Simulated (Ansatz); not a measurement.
# AlAs (F-43m): zone-centre modes under pressure, part 3 of 3

Aim: how do the optical modes of AlAs (F-43m) move with volume?

Ansatz 0.2.0; DFT LDA, scalar-relativistic, plane waves, PAW; PAW set soft_1.

So far, mean high-frequency dielectric constant: step 4 (modes at rest) 9.44; step 6 (volume ratio 1.06) 9.85.

## Step 7: Ground state of a member: 0.9 times the volume at rest

The cell is set to 0.9 times the volume at rest; symmetry leaves nothing else free, so this is a single point.

input.yaml

```yaml
crystal:
  lattice:
    - [0.0, 2.717308771, 2.717308771]
    - [2.717308771, 0.0, 2.717308771]
    - [2.717308771, 2.717308771, 0.0]
  atoms:
    - { symbol: Al, position: [0.0, 0.0, 0.0] }
    - { symbol: As, position: [0.75, 0.75, 0.75] }
kpoints:
  mp_grid: { grid: [12, 12, 12] }
hamiltonian:
  xc: lda
  pseudopotentials: { kind: paw, azcp: { folder: soft_1 }, xc_functional: pbe }
scf:
  occupations: { method: gaussian, width: 0.02 }
output:
  forces: true
  stress: true
  eigenvalues: true
```

Command:

```console
ansatz run input.yaml --threads 4 --pin off --max-ram 10240MiB --backend cpu --events-out ev --progress --plain --runs-dir out
```

Numbers of over 12 decimals in the logs are rounded to 6 here.

Log:

```text
[...]
Crystal: 2 atoms, lattice volume = 40.128 Å³
Basis set: ecut = 420 eV, 749 PW (Γ)
Bands: 13, of which v1, the nominal top of the filled ones, is band 9 counted from 1 (8 counted from 0)
Symmetry: 24 space group operations
[...]
k-points: 72 of 1728 (time reversal used)
[...]
--- Band table (eV; the first three rows and the last of 72) ---
  k-point 0: bands = [... 5 lower, -5.3939, 7.2423, 7.2423, 7.2423, 10.0889, 11.7283, 11.7283, 11.7283]
  k-point 1: bands = [... 5 lower, -5.3147, 6.4529, 7.1567, 7.1567, 10.5400, 11.8818, 11.8818, 11.9090]
  k-point 2: bands = [... 5 lower, -5.0833, 5.0285, 6.9497, 6.9497, 10.5708, 12.2038, 12.2038, 12.9652]
  k-point 71: bands = [... 5 lower, -2.9835, 1.8146, 3.5630, 3.9865, 11.5452, 13.3169, 13.3854, 13.4553]
[key lines of the parts left out:]
SCF converged after 7 iterations
Free energy (F): -5287.369634 eV
Fermi energy:    7.807229 eV
P = ⅓ Tr σ = 9.9348 GPa (99.348 kbar)
```

The job ended after 1.1 s (4 threads of AMD EPYC 7B13 (Zen 3), shared host; peak memory 0.41 GiB; 3.6 s of CPU time).

Numbers from this step:

```
pressure          : 9.935 GPa
gap on the k-mesh : 1.130 eV
volume per atom   : 20.06 Å³
```

The forces vanish by symmetry, at a pressure of 9.93 GPa.

## Step 8: Zone-centre modes of the member: 0.9 times the volume at rest

The zone-centre modes follow for 0.9 times the volume at rest, with the response to a field.

input.yaml, as its differences from that of step 7:

```diff
@@ -14,6 +14,8 @@
 scf:
-  occupations: { method: gaussian, width: 0.02 }
+  occupations: { method: fixed }
 output:
-  forces: true
-  stress: true
   eigenvalues: true
+phonons:
+  method: dfpt
+  dielectric: true
+  rigid_motions: translations
```

Log:

```text
[...]
Crystal: 2 atoms, lattice volume = 40.128 Å³
Basis set: ecut = 420 eV, 749 PW (Γ), exchange–correlation on 54×54×54 points (8 copies of the dense FFT grid, shifted against one another)
Bands: 13, of which v1, the nominal top of the filled ones, is band 9 counted from 1 (8 counted from 0)
Symmetry: 24 space group operations
k-points: 280 of 1728 (irreducible under 4 space group operations, time reversal used)
[...]
optical modes at Γ + LO–TO along q̂ = [1.0000, 0.0000, 0.0000]:
      ω (cm⁻¹)  modes    IR ((D/Å)²/amu)
[...]
optical modes at Γ + LO–TO along q̂ = [0.0000, 1.0000, 0.0000]:
      ω (cm⁻¹)  modes    IR ((D/Å)²/amu)
        404.45      2            10.0427
        439.56      1             5.0214
  optical modes at Γ + LO–TO along q̂ = [0.0000, 0.0000, 1.0000]:
      ω (cm⁻¹)  modes    IR ((D/Å)²/amu)
        404.45      2            10.0427
        439.56      1             5.0214
[key lines of the parts left out:]
SCF converged after 8 iterations
Free energy (F): -5287.369634 eV
Fermi energy:    7.242270 eV
```

The job ended after 29 s (4 threads; peak memory 0.86 GiB; 1.7 min of CPU time).

This step gave:

```yaml
sum_rule_residual_before_enforcement: 1.52e-5 eV/Å²
miss_of_the_charge_sum_rule: 7.74e-5 e
estimated_error_of_the_dielectric_tensor: 0.02487
estimated_error_of_the_born_charges: 0.01561 e
highest_optical_mode_at_the_zone_centre_no_lo_to_term: 404.4 cm⁻¹
lowest_optical_zone_centre_mode: 404.4 cm⁻¹
mean_high_frequency_dielectric_constant: 9.008
largest_born_charge_third_of_the_trace: 2.078 e
mean_static_dielectric_constant: 10.64
top_of_the_zone_centre_spectrum_with_the_field: 439.6 cm⁻¹
```

Without the LO-TO term. Patterns of degenerate modes are one choice out of their space. The modes at Γ (shares of kinetic energy by element, %):

```tsv
mode	frequency (cm⁻¹)	symmetry	Al %	As %
1	0.0	acoustic	26	74
2	0.0	acoustic	26	74
3	0.0	acoustic	26	74
4	404.4	T2	74	26
5	404.4	T2	74	26
6	404.4	T2	74	26
```

Transverse modes. Infrared lines, with heights relative to the strongest:

```tsv
position (cm⁻¹)	label	relative intensity
404	T2	100
```

The optical mode without the LO-TO term lies at 404.4 cm⁻¹.

For the mean high-frequency dielectric constant, step 4 gave 9.44; this run, with volume ratio 0.9, gives 9.01 (-5 %).

## Step 9: All members side by side

The members are set side by side, also those not shown above.

Each row is one cell with its response, relaxed at fixed volume as far as symmetry leaves anything free; energies are extrapolated to zero smearing, and E0 is that at rest; shape and atoms are relaxed in each cell where symmetry leaves them free. State of the crystal along the series:

```tsv
volume ratio	V (Å³/atom)	pressure (GPa)	E - E0 (meV/atom)	gap on mesh (eV)	ε∞	ε0	largest Born charge in size, a third of the trace (e)	top mode with the field, highest of q along x, y and z (cm⁻¹)
0.9	20.06	9.935	63.13	1.13	9.008	10.64	2.078	439.6
0.92	20.51	7.511	38.91	1.174	9.072	10.77	2.092	429.8
0.94	20.96	5.33	21.1	1.215	9.146	10.92	2.106	420.5
0.96	21.4	3.365	9.048	1.254	9.232	11.08	2.119	411.5
0.98	21.85	1.596	2.188	1.29	9.329	11.25	2.134	402.8
0.99	22.07	0.7793	0.5403	1.308	9.382	11.34	2.141	398.6
1	22.29	0.004054	0	1.325	9.438	11.44	2.148	394.5
1.02	22.74	-1.429	2.017	1.357	9.56	11.64	2.163	386.4
1.04	23.18	-2.718	7.822	1.388	9.697	11.86	2.177	378.6
1.06	23.63	-3.878	17.03	1.417	9.848	12.1	2.192	371
```

Without the LO-TO term; each mode is tracked from rest by its pattern, and modes that stay within 0.3 cm⁻¹ of each other stand once; shape and atoms are relaxed in each cell where symmetry leaves them free. Optical modes along the series:

```tsv
V (Å³/atom)	mode 4 T2 (cm⁻¹)
20.06	404.4
20.51	394.5
20.96	384.9
21.4	375.7
21.85	366.9
22.07	362.6
22.29	358.4
22.74	350.2
23.18	342.3
23.63	334.8
```

From cubic fits (parabolas where under five rows exist) of ln ω and P against ln V through the rows within about 4 % of rest: γ = −d ln ω / d ln V and dω/dP = γ ω / B. Slopes at rest:

```tsv
mode	fitted frequency at rest (cm⁻¹)	Grüneisen parameter γ	dω/dP (cm⁻¹/GPa)
mode 4 T2	358.4	1.16	5.51
longitudinal mode	394.5	1.04	5.44
```

## Step 10: Results

* members: 10
* highest optical mode at the zone centre (no LO-TO term), at rest: 358.4 cm⁻¹
* bulk modulus at rest: 75.5 GPa
* mode 4 T2, γ: 1.16
* longitudinal mode, γ: 1.04

The series spans -3.9 to 9.9 GPa, and the slope at rest gives a bulk modulus of 75 GPa. The transverse optical mode has γ = 1.16 and moves by 5.5 cm⁻¹ for each GPa, the longitudinal one has γ = 1.04 and moves by 5.4. ε∞ is 9.44 at rest, with d ln ε∞ / d ln V = 0.61. One k mesh and one cutoff serve the ground states and modes of all volumes; the field response picks its own mesh. With the field response the log warns that the k mesh is coarse for the force constants too, so the frequencies are to be taken as unconverged. These are harmonic frequencies at zero temperature: anharmonic shifts, linewidths and thermal expansion are left out. The PAW files were made for PBE; the program adapts parts of them to the functional of the run, but their partial waves stay those of PBE, an approximation that was not tested in this session. Only the zone centre was solved, so an instability at another wavevector cannot show here.

[Logs are printed without paths, hosts, clocks, repeated set-up lines and the standing remarks that a program may print on its own settings, such as how far it seeks lower states.]

[Hosts, paths, dates, database ids (printed as entryN), source tags and the programs' standing remarks are cut or masked in the printed files.]
